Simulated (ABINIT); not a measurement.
**KI (Fm-3m): changed settings of a GW run in ABINIT**

A base run on KI (Fm-3m), then changed inputs.

Main program and level: ABINIT 10.8.3; PBE and many-body steps on it, plane waves.

Most raw output is cut from this account.

## (1) Set-up

The structure is cubic, space group Fm-3m (No. 225). The conventional cell has a = 7.066 Å, b = 7.066 Å, c = 7.066 Å, α = 90.00°, β = 90.00°, γ = 90.00°. Nearest to K lie 6 I at 3.53 Å. I has 6 K at 3.53 Å nearest. Farther neighbours and most contacts between anions are not listed.

The cell and positions come from the Crystallography Open Database and are kept as given unless a step says otherwise. Spin-orbit coupling is left out unless a step names it.

## (2) Screening, 4×4×4 mesh, 245 bands, screening to 190.5 eV

This step: ABINIT 10.8.3; RPA screening on PBE, plane waves, norm-conserving pseudopotentials.

The RPA dielectric matrix is built and inverted for each q.

Input file run.abi:

```
acell 3*1.0 Angstrom
rprim 
  0.000000000000 3.532775000000 3.532775000000
  3.532775000000 0.000000000000 3.532775000000
  3.532775000000 3.532775000000 -0.000000000000
ntypat 2
znucl 19 53
natom 2
typat 1 2
xred 
  0.000000000000 0.000000000000 0.000000000000
  0.500000000000 0.500000000000 0.500000000000
pp_dirpath "pseudos"
pseudos "K.upf, I.upf"
ecut 33
ngkpt 4 4 4
nshiftk 1
shiftk 0 0 0
kptopt 1
chksymbreak 0
istwfk *1
occopt 1
irdwfk 1
optdriver 3
nband 245
ecuteps 7
inclvkb 2
awtr 1
symchi 1
indata_prefix "in"
outdata_prefix "out"
tmpdata_prefix "tmp"
```

On the command line:

```
> OMP_NUM_THREADS=1 mpirun -n 8 abinit run.abi > log
```

Run time: 51 s. Hardware: 8 MPI ranks of Intel Xeon 6975P-C (Granite Rapids), shared host; peak memory 3 GiB.

This step gave:

```
ε∞ with local fields, on this mesh, along the program's q direction : 2.656
the same without local fields                                       : 3.276
plasma frequency                                                    : 15.82 eV
plane waves in the screening matrix                                 : 531
```

Local fields lower ε∞ by 19 %.

## (3) Base

The self-energy is evaluated for the states that the input lists, and the levels follow from it, in one-shot runs by the linearised quasiparticle equation.

This step: G0W0 on PBE, plane waves, norm-conserving pseudopotentials.

Changes to run.abi since step 2:

```diff
@@ -23,8 +23,15 @@
 irdwfk 1
-optdriver 3
+optdriver 4
 nband 245
+gwcalctyp 0
+ecutsigx 33
+symsigma 1
+nkptgw 1
+kptgw 
+  0.0000000000 0.0000000000 0.0000000000
+bdgw 
+  6 12
 ecuteps 7
-inclvkb 2
-awtr 1
-symchi 1
+irdscr 1
+ppmodel 1
 indata_prefix "in"
```

Wall time 20 s (8 MPI ranks); peak memory 3.6 GiB.

This step gave:

| Item | Value |
| --- | --- |
| G0W0 gap on the points computed | 6.064 eV |
| starting gap on the mesh | 3.962 eV |
| k of the valence top | 0, 0, 0 |
| k of the conduction bottom | 0, 0, 0 |
| Z at the valence top | 0.808 |
| Z at the conduction bottom | 0.85 |
| least direct G0W0 gap on the computed points | 6.064 eV |

The gap on the mesh goes from 3.96 eV to 6.06 eV, a correction of +2.10 eV.

## (4) Exchange cutoff

Changes to run.abi since step 3:

```diff
@@ -26,3 +26,3 @@
 gwcalctyp 0
-ecutsigx 33
+ecutsigx 5
 symsigma 1
```

Elapsed: 10 s, on 8 MPI ranks; peak memory 2.8 GiB.

This step gave:

```yaml
g0w0_gap_on_the_points_computed: 6.081 eV
starting_gap_on_the_mesh: 3.962 eV
k_of_the_valence_top: 0, 0, 0
k_of_the_conduction_bottom: 0, 0, 0
z_at_the_valence_top: 0.809
z_at_the_conduction_bottom: 0.851
least_direct_g0w0_gap_on_the_computed_points: 6.081 eV
```

## (5) Fewer bands in the self-energy

Changes to run.abi since step 4:

```diff
@@ -24,5 +24,5 @@
 optdriver 4
-nband 245
+nband 18
 gwcalctyp 0
-ecutsigx 5
+ecutsigx 33
 symsigma 1
```

Elapsed: 4.3 s, on 8 MPI ranks; peak memory 2.2 GiB.

Numbers from this step:

```
G0W0 gap on the points computed              : 5.514 eV
starting gap on the mesh                     : 3.962 eV
k of the valence top                         : 0, 0, 0
k of the conduction bottom                   : 0, 0, 0
Z at the valence top                         : 0.829
Z at the conduction bottom                   : 0.865
least direct G0W0 gap on the computed points : 5.514 eV
```

## (6) No symmetry in the self-energy

Changes to run.abi since step 5:

```diff
@@ -24,6 +24,6 @@
 optdriver 4
-nband 18
+nband 245
 gwcalctyp 0
 ecutsigx 33
-symsigma 1
+symsigma 0
 nkptgw 1
```

Run time: 2.3 min. Hardware: 8 MPI ranks; peak memory 3.7 GiB; 18 min of CPU time.

This step gave:

```yaml
g0w0_gap_on_the_points_computed: 6.063 eV
starting_gap_on_the_mesh: 3.962 eV
k_of_the_valence_top: 0, 0, 0
k_of_the_conduction_bottom: 0, 0, 0
least_direct_g0w0_gap_on_the_computed_points: 6.063 eV
```

Against G0W0 in ABINIT (4×4×4 mesh, 245 bands, screening to 190.5 eV, Godby-Needs plasmon pole), the gap moves by −0.001 eV.

## (7) Broadening of the poles

Changes to run.abi since step 6:

```diff
@@ -27,3 +27,3 @@
 ecutsigx 33
-symsigma 0
+symsigma 1
 nkptgw 1
@@ -36,2 +36,3 @@
 ppmodel 1
+zcut 1.0 eV
 indata_prefix "in"
```

Elapsed: 27 s, on 8 MPI ranks; peak memory 3.6 GiB.

Numbers from this step:

| Item | Value |
| --- | --- |
| G0W0 gap on the points computed | 6.064 eV |
| starting gap on the mesh | 3.962 eV |
| k of the valence top | 0, 0, 0 |
| k of the conduction bottom | 0, 0, 0 |
| least direct G0W0 gap on the computed points | 6.064 eV |

Against G0W0 in ABINIT (4×4×4 mesh, 245 bands, screening to 190.5 eV, Godby-Needs plasmon pole), the gap moves by +0.000 eV.

## (8) Exchange cutoff of one hartree

Changes to run.abi since step 7:

```diff
@@ -26,3 +26,3 @@
 gwcalctyp 0
-ecutsigx 33
+ecutsigx 1
 symsigma 1
@@ -36,3 +36,2 @@
 ppmodel 1
-zcut 1.0 eV
 indata_prefix "in"
```

The job ended after 4.1 s (8 MPI ranks; peak memory 1.1 GiB; 31 s of CPU time).

The run ended normally, though the input holds a fault or crude settings.

The fault put into this input: exchange cutoff of one hartree. It printed a gap of 5.07 eV, an artefact of the input.

## (9) Screening cutoff above the file's

Changes to run.abi since step 8:

```diff
@@ -26,3 +26,3 @@
 gwcalctyp 0
-ecutsigx 1
+ecutsigx 33
 symsigma 1
@@ -33,3 +33,3 @@
   6 12
-ecuteps 7
+ecuteps 28
 irdscr 1
@@ -39 +39,2 @@
 tmpdata_prefix "tmp"
+gwmem 10
```

On the command line:

```
> OMP_NUM_THREADS=2 mpirun -n 4 abinit run.abi > log
```

The job ended after 26 s (4 MPI ranks; peak memory 1.3 GiB; 2.7 min of CPU time).

The run ended normally, though the input holds a fault or crude settings.

The fault put into this input: screening cutoff above the file's. It printed a gap of 6.06 eV, the value of the sound run: the program fell back on what its files hold, so an unchanged gap is no proof of convergence.

## (10) The runs together

Times are wall times on 8 MPI ranks of Intel Xeon 6975P-C (Granite Rapids), shared host, good to a factor of about two. A run's time includes the screening step that it read.

| run | mesh | bands | screening cutoff (eV) | DFT gap (eV) | gap on the mesh (eV) | direct (eV) | ε∞ used | time |
| --- | --- | --- | --- | --- | --- | --- | --- | --- |
| base | 4×4×4 | 245 | 190.5 | 3.962 | 6.064 | 6.064 | 2.66 | 71 s |
| exchange cutoff | 4×4×4 | 245 | 190.5 | 3.962 | 6.081 | 6.081 | 2.66 | 61 s |
| fewer bands in the self-energy | 4×4×4 | 18 | 190.5 | 3.962 | 5.514 | 5.514 | 2.66 | 55 s |
| no symmetry in the self-energy | 4×4×4 | 245 | 190.5 | 3.962 | 6.063 | 6.063 | 2.66 | 3.1 min |
| broadening of the poles | 4×4×4 | 245 | 190.5 | 3.962 | 6.064 | 6.064 | 2.66 | 78 s |

## (11) What came out

| Quantity | Value |
| --- | --- |
| base | 6.064 eV |
| exchange cutoff | 6.081 eV |
| fewer bands in the self-energy | 5.514 eV |
| no symmetry in the self-energy | 6.063 eV |
| broadening of the poles | 6.064 eV |
| known limits | not at the basis limit; no spin-orbit coupling |

**Reading.** Exchange cutoff: +0.017 eV against base (keys changed: ecutsigx). Fewer bands in the self-energy: −0.550 eV against base (keys changed: nband). No symmetry in the self-energy: −0.001 eV against base (keys changed: symsigma). Broadening of the poles: no change against base (keys changed: zcut). Bands and cutoff are finite, so the gap is not at the basis limit. The miss can reach some tenths of an eV and take either sign; the mesh is an error of its own. In the G0W0 runs levels were corrected at 1 k point alone, so a gap called «on the mesh» is the least over those, and an edge elsewhere would be missed. The many-body steps are scalar-relativistic: spin-orbit coupling is not in them.

[Paths, hosts, dates, memory and timing lines, banners, echoed tables and standing remarks are left out of the program output.]

[Logs are printed without paths, hosts, clocks, repeated set-up lines and the standing remarks that a program may print on its own settings, such as how far it seeks lower states.]

[Runs of the session that timed out or met a known fault of the program may be left out.]

[Hosts, paths, dates, database ids (printed as entryN), source tags and the programs' standing remarks are cut or masked in the printed files.]

[G0W0 gaps are taken among the corrected bands and points alone; a level outside them can change the order at an edge.]

[Where Ansatz stands beside ABINIT at settings called matched, ABINIT's density can come from a denser mesh and the files from another edition; pairs whose starting gaps differed by over 0.03 eV were left out, so agreement reads better than it is.]
